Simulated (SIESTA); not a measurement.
## As under changes of volume

One of the cells (21.961 Å³/atom); the others are scaled copies at fixed shape and fractional positions:

```
As
1.0
     1.89325    1.09307    3.53733
    -1.89325    1.09307    3.53733
     0.00000   -2.18614    3.53733
As
2
Cartesian
  0.0000 0.0000 2.3983
  0.0000 0.0000 8.2137
```

* Program: SIESTA 5.4.2
* Functional: PBE
* Potentials or basis: PseudoDojo 0.4 standard (PBE files)
* Basis: DZP (energy shift 0.003 Ry; two zetas on semicore shells)
* Grid cutoff: 500 Ry
* Energy shift: 0.003 Ry
* k mesh: 9 × 9 × 9
* Occupations: fermi-dirac, width 0.05 eV
* Spin: no spin polarisation

| volume (Å³/atom) | energy over the lowest point (meV/atom) | pressure (GPa) | largest force (eV/Å) |
| --- | --- | --- | --- |
| 20.239 | ? | ? | ? |
| 20.669 | 68.69 | 10.0 | 1.169 |
| 21.100 | 44.65 | 7.9 | 1.036 |
| 21.961 | 12.56 | 4.2 | 0.711 |
| 22.392 | 3.50 | 2.6 | 0.592 |
| 22.822 | 0.00 | 1.2 | 0.484 |

Question: What does the run at 20.239 Å³/atom give?

Answer: Energy over the lowest point 98.45 meV/atom; pressure 12.2 GPa; largest force 1.346 eV/Å.

Worked out: A Birch-Murnaghan fit of order 3 (a polynomial in V^(-2/3)) to the other rows has its minimum at 22.95 Å³/atom, just outside them, with B0 = V·E''(V) = 93 GPa (rough, since the energies scatter) at fixed shape and positions, which overstates the stiffness. It gives 97.69 meV/atom at 20.239 Å³/atom, against the run's 98.45, and -dE/dV = 11.8 GPa, against 12.2.

Energies are extrapolated to zero smearing.

Caveats: the basis of atomic orbitals isn't converged, which shifts pressures, moduli and gaps; forces of over 1 eV/Å show positions far from the minimum, so gaps and moduli don't describe the material at rest (some runs).
